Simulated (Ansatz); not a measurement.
# BN: the cost of one run

Program: Ansatz 0.2.0. Level of theory: DFT PBE, scalar-relativistic, plane waves, PAW. These are calculated values, not measurements.

1 further run of the same task is left out (it didn't finish).

### Step 1. The starting structure

The structure is monoclinic, space group Cm (No. 8). The conventional cell has a = 4.351 Å, b = 2.512 Å, c = 4.415 Å, α = 90.00°, β = 108.87°, γ = 90.00°. B (site symmetry m) has 3 N at 1.45 Å as nearest neighbours. Around N (site symmetry m) lie 3 B at 1.45 Å.

Cell or atoms stand a little off a more symmetric structure (R3m at a tolerance of 0.3 Å), so results at this geometry aren't those of that ideal crystal.

As a file:

```
B N
1.0
     2.17560   -1.25608   -0.00735
     2.17560    1.25608   -0.00735
    -1.41376    0.00000    4.18272
B N
1 1
Direct
  0.00044 0.00044 0.00133
  0.66713 0.66713 0.00137
```

It is the end of an earlier relaxation with the same method, from a distorted copy of a database structure. At a tolerance of 0.02 Å it has space group Cm (No. 8); it has 11.42 Å³/atom, an uncorrected energy of -1.25 eV/atom over the elements.

### Step 2. Bands, states and charges

input.yaml reads:

```yaml
crystal:
  lattice:
    - [2.175595694, -1.2560818633, -0.0073497797]
    - [2.175595694, 1.2560818633, -0.0073497797]
    - [-1.4137592606, 0.0, 4.1827195725]
  atoms:
    - { symbol: B, position: [0.0004416291, 0.0004416291, 0.0013278914] }
    - { symbol: "N", position: [0.6671253509, 0.6671253509, 0.0013730586] }
basis:
  ecutwfc: 420
kpoints:
  mp_grid: { grid: [10, 10, 6] }
  band_path:
    path:
      - [[0.0, 0.0, 0.0], [-0.34306625, 0.34306625, 0.0]]
      - [[0.34306625, 0.65693375, 0.0], [0.5, 0.5, 0.0], [0.0, 0.0, 0.0], [0.5, 0.5, -0.5], [0.31340446, 0.68659554, -0.5]]
      - [[-0.31340446, 0.31340446, -0.5], [0.0, 0.0, -0.5], [0.0, 0.0, 0.0]]
      - [[0.0, 0.5, -0.5], [0.0, 0.0, 0.0], [0.0, 0.5, 0.0]]
    npoints: 14
hamiltonian:
  xc: pbe
scf:
  occupations: { method: gaussian, width: 0.02 }
  n_extra_bands: 6
output:
  forces: true
  stress: true
  eigenvalues: true
  populations: true
  dos: { projected: true, de: 0.02, nscf_kmesh: { grid: [15, 15, 9] } }
  bader: true
  write_density: true
  write_potential: true
  elf: true
  volumetric_format: npy
```

Started as:

```sh
ansatz run input.yaml --threads 1 --pin off --max-ram 2048MiB --backend cpu --events-out ev --progress --plain --runs-dir out
```

**Question.** How long does this run take on 1 thread of Intel Xeon Platinum 8488C (Sapphire Rapids), shared host, and how much memory does it need?

About 53 s, with a peak of 0.36 GiB.
